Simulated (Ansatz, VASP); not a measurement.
**Cs in VASP and in Ansatz**

```
CELL_PARAMETERS angstrom
-2.99281 2.99281 2.99281
2.99281 -2.99281 2.99281
2.99281 2.99281 -2.99281
ATOMIC_POSITIONS crystal
Cs 0.00000 0.00000 0.00000
```

Change from the starting cell: volume scaled by 0.92, LAPW.

Alike in both runs: task single point; functional PBE; k mesh 9 × 9 × 9; occupations fermi-dirac, width 0.05 eV; no spin polarisation.

|  | VASP | Ansatz |
| --- | --- | --- |
| version | VASP 6.6.1 | Ansatz 0.2.0 |
| potentials or method | VASP PAW PBE potentials, release 64 (Cs_sv), cutoff 520 eV | all-electron LAPW, scalar-relativistic |

|  | VASP | Ansatz | Ansatz less VASP |
| --- | --- | --- | --- |
| pressure (GPa) | 0.2 | 0.2 | +0.01 |

Ansatz ran all-electron here, so the differences hold the error of VASP's frozen core and of both bases.

The runs have no spin-orbit coupling, so splittings on Cs are missing.
